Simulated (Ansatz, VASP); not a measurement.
**Two plane-wave programs on PbS**

```
Pb S
1.0
    -0.02965    2.95018    2.95018
     2.95018   -0.02965    2.95018
     2.95018    2.95018   -0.02965
Pb S
1 1
Direct
  0.00000 0.00000 0.00000
  0.50000 0.50000 0.50000
```

Change from the starting cell: equal xy, yz and zx shear strains of -1 %, PAW files.

Alike in both runs: task electric field gradients; functional PBE; k mesh 8 × 8 × 8; occupations fermi-dirac, width 0.01 eV; no spin polarisation.

|  | VASP | Ansatz |
| --- | --- | --- |
| version | VASP 6.6.1 | Ansatz 0.2.0 |
| potentials or method | VASP PAW PBE potentials, release 64 (Pb_d, S) | PAW with Ansatz's default frozen-core files, scalar-relativistic |
| plane-wave cutoff (eV) | 520 | 420 |
| valence electrons in the cell | 20 | 20 |

```csv
,VASP,Ansatz,Ansatz less VASP
pressure (GPa),2.2,2.3,+0.07
largest component of the traceless stress (GPa),0.19,0.19,0.000
Vzz of the field gradient on the site that differs most (V/Å²),2.4,4.3,+1.89
```

With one functional, cell and mesh, what is left measures potentials, basis and numerics. Ansatz warned: «gradients_without_spin_orbit».
